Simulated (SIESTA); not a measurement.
Crystal: ZrC.

```
CELL_PARAMETERS angstrom
0.00000 2.36500 2.36500
2.36500 0.00000 2.36500
2.36500 2.36500 0.00000
ATOMIC_POSITIONS crystal
Zr 0.50000 0.50000 0.50000
C 0.00000 0.00000 0.00000
```

Base run:

- Program: SIESTA 5.4.2
- Functional: PBEsol
- Potentials or basis: PseudoDojo 0.4 standard (PBEsol files)
- Basis: DZP (energy shift 0.003 Ry; two zetas on semicore shells)
- Grid cutoff: 800 Ry
- Energy shift: 0.003 Ry
- k mesh: 10 × 10 × 10
- Occupations: fermi-dirac, width 0.05 eV
- Spin: no spin polarisation

Its results: band gap on the k mesh none (metal or under the smearing width); pressure -6.4 GPa.

The run is repeated on the same cell with these changes: functional from PBEsol to LDA; potentials or basis from PseudoDojo 0.4 standard (PBEsol files) to PseudoDojo 0.4 standard (LDA files). What comes out?

Band gap on the k mesh none (metal or under the smearing width); pressure -10.3 GPa.

Caveats: the basis of atomic orbitals isn't converged, which shifts pressures, moduli and gaps.

Not every run made on this cell is shown here.
